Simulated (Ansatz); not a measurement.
Convergence test, GaP

The calculation used DFT PBE, scalar-relativistic, plane waves, PAW (Ansatz 0.2.0).

```xyz
4
Lattice="1.9430 1.1218 6.4308 -1.9430 1.1218 6.4308 0.0000 -2.2436 6.4308" Properties=species:S:1:pos:R:3 pbc="T T T"
Ga    0.0000    0.0000    8.3994
Ga    0.0000    0.0000   10.8930
P     0.0000    0.0000    1.1072
P     0.0000    0.0000   18.1853
```

- Γ-centred k-mesh: 12×12×12
- occupation rule: Gaussian smearing, 0.02 eV
- spin treatment: unpolarised
- valence charge of the PAW sets: Ga 13, P 5

The atoms are held and the plane-wave cutoff is swept. Energies are extrapolated to zero smearing and count from the reference run, 850 eV. The cell isn't necessarily relaxed at this level. Pressure is positive in compression and holds a correction for the finite cutoff (Pulay stress).

Times are rough; the reference took 37 s on 1 thread of Intel(R) Xeon(R) Platinum 8488C (Sapphire Rapids) (shared host), peak memory 1 GiB.

One run gave ΔE = 711 meV/atom and P = 0.37 GPa. Which plane-wave cutoff did it use, of 150, 200, 250, 300, 350, 380, 420, 460, 520, 600, 700?

250 eV. All runs:

| cutoff (eV) | ΔE (meV/atom) | P (GPa) | largest change of a force component (eV/Å) | gap on mesh (eV) | plane waves at Γ | wall time (s) |
| --- | --- | --- | --- | --- | --- | --- |
| 150 | 19394 | -3.73 | 0.596 | 0.860 | 337 | 3.8 |
| 200 | 4385 | -0.58 | 0.187 | 1.014 | 555 | 4.6 |
| 250 | 711 | 0.37 | 0.058 | 0.851 | 713 | 6.1 |
| 300 | 80.1 | 0.08 | 0.012 | 0.841 | 1021 | 7.5 |
| 350 | 7.63 | 0.08 | 0.003 | 0.831 | 1231 | 9.8 |
| 380 | 2.41 | 0.06 | 0.001 | 0.830 | 1425 | 11 |
| 420 | 1.07 | 0.04 | 0.000 | 0.830 | 1677 | 16 |
| 460 | 0.55 | 0.04 | 0.000 | 0.830 | 1889 | 14 |
| 520 | 0.16 | 0.04 | 0.000 | 0.830 | 2273 | 18 |
| 600 | 0.05 | 0.04 | 0.000 | 0.830 | 2833 | 23 |
| 700 | 0.03 | 0.04 | 0.000 | 0.830 | 3579 | 27 |
| 850 | 0.00 | 0.04 | 0.000 | 0.830 | 4729 | 37 |

This form isn't the usual stable structure of the compound.